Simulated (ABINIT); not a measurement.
Te2Mo, a slab with vacuum:

```
Te Mo
1.0
     3.56023    0.00000    0.00000
    -1.78012    3.08325    0.00000
     0.00000    0.00000   17.52406
Te Mo
2 1
Direct
  0.33333 0.66667 0.10214
  0.33333 0.66667 0.89786
  0.00000 0.00000 0.00000
```

```yaml
Program: ABINIT 10.8.3 (patched build)
Task: single point
Functional: PBE
Potentials_or_basis: JTH PAW PBE v2.0
Cutoff: 408 eV
k_mesh: 9 × 9 × 2
Occupations: fermi-dirac, width 0.05 eV
Spin: no spin polarisation
```

On this cell: largest force 0.332 eV/Å; band gap on the k mesh 1.05 eV, direct.

The same run follows on a disturbed copy (atoms moved at random, drawn with an rms of 0.05 Å):

```xyz
3
Lattice="3.5602 0.0000 0.0000 -1.7801 3.0833 0.0000 0.0000 0.0000 17.5241" Properties=species:S:1:pos:R:3 pbc="T T T"
Te   -0.0160    2.0680    1.7436
Te    0.0402    2.0447   15.7363
Mo   -0.0618   -0.0598    0.0200
```

Task: What changes?

Result: The energy moves by +40.2 meV/atom; largest force 1.749 eV/Å; band gap on the k mesh 1.02 eV, direct.

Forces on the atoms (eV/Å):
```
Te  -0.419 -0.566  1.275
Te  -0.713 -0.382 -0.336
Mo   1.131  0.948 -0.939
```

Caveats: spin-orbit coupling is left out, which moves the levels of the heavy elements.

A k mesh can miss the band edges.
